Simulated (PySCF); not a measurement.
**C₂H₄O₂: calculation and literature**

Cartesian coordinates in Å; atom numbers follow the order of the lines, from 1:
```xyz
8

C    -0.9208   -0.0342   -0.2721
C     0.4673    0.2969    0.1869
O     0.8456    1.3774    0.5529
O     1.2717   -0.7780    0.1640
H    -1.4161   -0.6533    0.4915
H    -1.4895    0.8908   -0.4158
H    -0.8914   -0.6217   -1.2000
H     2.1332   -0.4778    0.4926
```

Measured values that the calculation should reproduce: δ ¹³C C2 171.9; C1 20.9; δ ¹H H5/H6/H7 1.91 ppm (measured; solution, DMSO-d6, 298 K; Fulmer et al., Organometallics 2010, 29, 2176).
δ ¹³C C2 177.2; C1 21.0; δ ¹H H5/H6/H7 2.08 ppm (measured; solution, D2O, 298 K; Fulmer et al., Organometallics 2010, 29, 2176).
δ ¹³C C2 175.1; C1 20.6; δ ¹H H5/H6/H7 1.99 ppm (measured; solution, CD3OD, 298 K; Fulmer et al., Organometallics 2010, 29, 2176).
δ ¹³C C2 178.0; C1 20.9; δ ¹H H5/H6/H7 2.06 ppm (measured; solution, TFE-d3, 298 K; Fulmer et al., Organometallics 2010, 29, 2176). Coupling constants: ²J(H5,H6) -14.5 Hz, ¹J(C1,H5) 130.0 Hz.

All values are calculated (PySCF): B3LYP/pcJ-1 coupling constants, PBE0-D3(BJ)/def2-SVP geometry, NMR shieldings at PBE0/pcSseg-1/GIAO. Relativity neglected, equivalent nuclei averaged, a single conformation, in vacuum.

(1) What does the calculation give, and how does it compare?

(2) How far are the unscaled ¹³C shifts from the references?

(3) How far are the unscaled ¹H shifts from the references?

Results:

(1) 
Reference values: measured (solution, DMSO-d6, 298 K; Fulmer et al., Organometallics 2010, 29, 2176).
```json
{"atoms": "C2", "quantity": "δ ¹³C", "reference": "171.9", "computed": "173.4", "computed, scaled": "166.9"}
{"atoms": "C1", "quantity": "δ ¹³C", "reference": "20.9", "computed": "20.1", "computed, scaled": "18.7"}
{"atoms": "H5/H6/H7", "quantity": "δ ¹H", "reference": "1.91", "computed": "2.00", "computed, scaled": "2.10"}
```

Reference values: measured (solution, D2O, 298 K; Fulmer et al., Organometallics 2010, 29, 2176).
```tsv
atoms	quantity	reference	computed	computed, scaled
C2	δ ¹³C	177.2	173.4	166.9
C1	δ ¹³C	21.0	20.1	18.7
H5/H6/H7	δ ¹H	2.08	2.00	2.10
```

Reference values: measured (solution, CD3OD, 298 K; Fulmer et al., Organometallics 2010, 29, 2176).
```
   atoms  quantity  reference  computed  computed, scaled
      C2     δ ¹³C      175.1     173.4             166.9
      C1     δ ¹³C       20.6      20.1              18.7
H5/H6/H7      δ ¹H       1.99      2.00              2.10
```

Reference values: measured (solution, TFE-d3, 298 K; Fulmer et al., Organometallics 2010, 29, 2176).
```tsv
atoms	quantity	reference	computed	computed, scaled
C2	δ ¹³C	178.0	173.4	166.9
C1	δ ¹³C	20.9	20.1	18.7
H5/H6/H7	δ ¹H	2.06	2.00	2.10
```

Computed shifts are σ(ref) − σ with the named reference compound (TMS for H and C) calculated as an isolated molecule at the same level. The measured values may be among those fitted. Empirical linear scaling, fitted to shifts measured mostly in CDCl3 for H and C (δ vs TMS): ¹H: δ = 29.91 − 0.950σ (rms 0.21 ppm, 511 shifts, 0.22 ppm with the 3 outliers that the fit left out); ¹³C: δ = 177.62 − 0.967σ (rms 1.9 ppm, 903 shifts, 2.3 ppm with the 23 outliers that the fit left out). Occasional misses reach two or three times the rms, and more in compound classes unlike the fitted ones. H not on carbon is unscaled (vs computed TMS).

Coupling constants in Hz:
```tsv
coupling	reference	computed	source
²J(H5,H6)	-14.5	-15.2	measured; solution (compiled); Pretsch, Buehlmann, Badertscher, Structure Determination of Organic Compounds, 4th ed., Springer 2009
¹J(C1,H5)	130.0	136.8	measured; liquid or solution (compiled); San Fabian, Garcia de la Vega, Suardiaz et al., Magn. Reson. Chem. 2013, 51, 775 (SI)
```

(2) Mean signed difference -1.45 ppm, mean absolute 1.82 ppm over 8 comparisons; the largest is -4.6 ppm at C2 (carboxylic acid carbon).

(3) Mean signed difference -0.01 ppm, mean absolute 0.06 ppm over 4 comparisons; the largest is +0.09 ppm at H5/H6/H7 (hydrogen on a methyl carbon α to a carbonyl).

14 of the 43 published NMR values on file for this molecule are compared. The rest: values from further sources, protons in aromatic solvents, values whose atom or origin is in doubt.

Hydrogen bonding in solution deshields acid and N–H amide carbonyl carbons by as much as 10 ppm beyond these values.
